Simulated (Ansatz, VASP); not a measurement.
## Si: VASP beside Ansatz

Contents of INCAR:

```
ALGO = Normal ; EDIFF = 1E-7
ENCUT = 520 ; GGA = PS
ISIF = 2 ; ISMEAR = -1
LASPH = T ; LCHARG = F
LREAL = F ; LWAVE = F
NBANDS = 11 ; NELM = 60
PREC = Accurate ; SIGMA = 0.08
```

File KPOINTS:

```
k-points
0
Gamma
  12 12 12
```

Contents of POSCAR:

```
Si
1.0
    0.0000000000      2.0817159399      2.0817159399
    2.0817159399      0.0000000000      2.0817159399
    2.0817159399      2.0817159399      0.0000000000
Si
2
Direct
   -0.1250000000     -0.1250000000     -0.1250000000
    0.1250000000      0.1250000000      0.1250000000
```

Input for Ansatz:

```yaml
crystal:
  lattice:
    - [0.0, 2.0817159399, 2.0817159399]
    - [2.0817159399, 0.0, 2.0817159399]
    - [2.0817159399, 2.0817159399, 0.0]
  atoms:
    - { symbol: Si, position: [-0.125, -0.125, -0.125] }
    - { symbol: Si, position: [0.125, 0.125, 0.125] }
kpoints:
  mp_grid: { grid: [12, 12, 12] }
  band_path:
    path:
      - [0.0, 0.0, 0.0]
      - [0.5, 0.0, 0.5]
      - [0.625, 0.25, 0.625]
      - [0.375, 0.375, 0.75]
      - [0.0, 0.0, 0.0]
      - [0.5, 0.5, 0.5]
      - [0.5, 0.25, 0.75]
      - [0.5, 0.0, 0.5]
    npoints: 8
scf:
  occupations: { method: fermi_dirac, width: 0.08 }
hamiltonian:
  xc: pbesol
  pseudopotentials: { kind: all_electron, lapw: { basis_error: 0.001 } }
output:
  forces: true
  stress: true
  eigenvalues: true
  populations: true
  dos: { projected: true, de: 0.2, e_range: [-14, 8] }
```

Change from the starting cell: volume scaled by 0.45, LAPW.

Alike in both runs: task single point; functional PBEsol; k mesh 12 × 12 × 12; occupations fermi-dirac, width 0.08 eV; no spin polarisation.

|  | VASP | Ansatz |
| --- | --- | --- |
| version | VASP 6.6.1 | Ansatz 0.2.0 |
| potentials or method | VASP PAW PBE potentials, release 64 (Si) | all-electron LAPW, scalar-relativistic |
| plane-wave cutoff (eV) | 520 | see its input |

|  | VASP | Ansatz | Ansatz less VASP |
| --- | --- | --- | --- |
| pressure (GPa) | 339.3 | 336.5 | -2.81 |

Ansatz ran all-electron here, so the differences hold the error of VASP's frozen core and of both bases.

Caveats: the cell as given lies far from equilibrium; so large a pressure means that the cell lies far from this level's equilibrium, or that cutoff or potentials fall short (VASP); the potentials were made for another functional, which shifts forces and pressure (VASP).
